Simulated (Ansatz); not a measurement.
(100) slab cut from the bulk of MgO, 15 Å of vacuum:

```yaml
crystal:
  lattice:
    - [2.97283, 0.00000, 0.00000]
    - [0.00000, 2.97283, 0.00000]
    - [0.00000, 0.00000, 25.51054]
  atoms:
    - { symbol: Mg, position: [0.50000, 0.50000, 0.29400] }
    - { symbol: O, position: [0.00000, 0.00000, 0.29400] }
    - { symbol: Mg, position: [0.00000, 0.00000, 0.37640] }
    - { symbol: O, position: [0.50000, 0.50000, 0.37640] }
    - { symbol: Mg, position: [0.50000, 0.50000, 0.45880] }
    - { symbol: O, position: [0.00000, 0.00000, 0.45880] }
    - { symbol: Mg, position: [0.00000, 0.00000, 0.54120] }
    - { symbol: O, position: [0.50000, 0.50000, 0.54120] }
    - { symbol: Mg, position: [0.50000, 0.50000, 0.62360] }
    - { symbol: O, position: [0.00000, 0.00000, 0.62360] }
    - { symbol: Mg, position: [0.00000, 0.00000, 0.70600] }
    - { symbol: O, position: [0.50000, 0.50000, 0.70600] }
```

Level of theory: Ansatz 0.2.0, DFT r2SCAN, scalar-relativistic, plane waves, PAW. Settings: cutoff 500 eV, Γ-centred mesh 9×9×1 on the computed 12-atom cell, Gaussian smearing of 0.05 eV; no spin polarisation. The cell repeats along c with a dipole correction in the vacuum.

This base run converges in 8 iterations with a largest force of 0.439 eV/Å.

One setting at a time is then changed, some of them on purpose to poor values; changes count from the base run, energies are extrapolated to zero smearing, γ keeps the base's bulk energy, atoms stay where they are, and risky runs are capped at 50 to 100 iterations.

**Question.** What does each change do? isolated along c; occupations cold 0.2 eV; k mesh 13×13×1; occupations gaussian 0.5 eV; no dipole correction, vacuum of 15 Å; mixing β = 0.9; occupations fermi-dirac 0.3 eV; n_extra_bands = 1.

**Answer.**
| change | outcome | SCF iterations | ΔE (meV/atom) | Δγ (J/m²) | largest force (eV/Å) | largest change of a force (eV/Å) |
| --- | --- | --- | --- | --- | --- | --- |
| isolated along c | converged with warnings | 8 | 0.0 | 0.000 | 0.439 | 0.000 |
| occupations cold 0.2 eV | converged | 8 | 0.0 | 0.000 | 0.439 | 0.000 |
| k mesh 13×13×1 | converged | 8 | 0.0 | 0.000 | 0.439 | 0.000 |
| occupations gaussian 0.5 eV | converged | 8 | 0.0 | 0.000 | 0.439 | 0.000 |
| no dipole correction, vacuum of 15 Å | converged | 8 | 0.0 | 0.000 | 0.439 | 0.000 |
| mixing β = 0.9 | converged | 8 | 0.0 | 0.000 | 0.439 | 0.000 |
| occupations fermi-dirac 0.3 eV | converged | 8 | +0.2 | +0.002 | 0.435 | 0.004 |
| n_extra_bands = 1 | converged | 8 | 0.0 | 0.000 | 0.439 | 0.000 |

Cost: 9 runs of about 8.2 core-minutes in all, on Arm Neoverse V1 (shared hosts).